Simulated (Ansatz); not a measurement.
Input, command and steps of an Ansatz relaxation.

```yaml
crystal:
  lattice:
    - [6.0637141402, 0.0, 0.0]
    - [0.0, 6.0934038415, 0.0]
    - [0.0, 0.0, 3.265061305]
  atoms:
    - { symbol: In, position: [0.0, 0.0, 0.0137364897] }
    - { symbol: In, position: [0.5, 0.5, 0.9862635103] }
    - { symbol: Sb, position: [0.0, 0.5, 0.2442730203] }
    - { symbol: Sb, position: [0.5, 0.0, 0.7557269797] }
basis:
  ecutwfc: 420
kpoints:
  mp_grid: { grid: [8, 8, 14] }
hamiltonian:
  xc: pbe
scf:
  occupations: { method: gaussian, width: 0.1 }
output:
  forces: true
  stress: true
  eigenvalues: true
relax:
  adjacent_minimum: "off"
  f_tol: 0.01
  max_steps: 30
  cell: { stress_tol: 0.1, fix: [volume] }
```

```bash
ansatz run input.yaml --threads 1 --pin off --max-ram 2560MiB --backend cpu --events-out ev --progress --plain --runs-dir out
```

Computed with DFT PBE, scalar-relativistic, plane waves, PAW (Ansatz 0.2.0).

The volume is held at 1.06 times that of the relaxed cell.

Of 4 frames 3 are shown, positions in Å and forces in eV/Å; the SCF threshold varies from step to step. Steps run on the plane waves of an earlier cell, with a Pulay correction in the pressure. The basis is chosen afresh for the last frame, the zero of the energies, and at times for earlier ones too; energy and pressure step there, also at an unchanged geometry.

```xyz
4
Lattice="6.0637 0.0000 0.0000 0.0000 6.0934 0.0000 0.0000 0.0000 3.2651" Properties=species:S:1:pos:R:3:forces:R:3 pbc="T T T" step=1 free_energy_over_end_meV_per_atom=0.22 pressure_GPa=-2.22
In    0.0000    0.0000    0.0449    0.0000    0.0000   -0.0009
In    3.0319    3.0467    3.2202    0.0000    0.0000    0.0009
Sb    0.0000    3.0467    0.7976    0.0000    0.0000   -0.0254
Sb    3.0319    0.0000    2.4675    0.0000    0.0000    0.0254
4
Lattice="6.0654 0.0000 0.0000 0.0000 6.0952 0.0000 0.0000 0.0000 3.2632" Properties=species:S:1:pos:R:3:forces:R:3 pbc="T T T" step=2 free_energy_over_end_meV_per_atom=0.05 pressure_GPa=-2.16
In    0.0000    0.0000    0.0458    0.0000    0.0000   -0.0014
In    3.0327    3.0476    3.2174    0.0000    0.0000    0.0014
Sb    0.0000    3.0476    0.7749    0.0000    0.0000   -0.0051
Sb    3.0327    0.0000    2.4883    0.0000    0.0000    0.0051
4
Lattice="6.0711 0.0000 0.0000 0.0000 6.0993 0.0000 0.0000 0.0000 3.2580" Properties=species:S:1:pos:R:3:forces:R:3 pbc="T T T" step=4 free_energy_over_end_meV_per_atom=0.00 pressure_GPa=-2.14
In    0.0000    0.0000    0.0441    0.0000    0.0000   -0.0018
In    3.0355    3.0496    3.2138    0.0000    0.0000    0.0018
Sb    0.0000    3.0496    0.7631    0.0000    0.0000    0.0007
Sb    3.0355    0.0000    2.4949    0.0000    0.0000   -0.0007
```

The run took 3.4 min on 1 thread of Intel(R) Xeon(R) Processor @ 2.70GHz, with other jobs on the host, peak memory 0.86 GiB.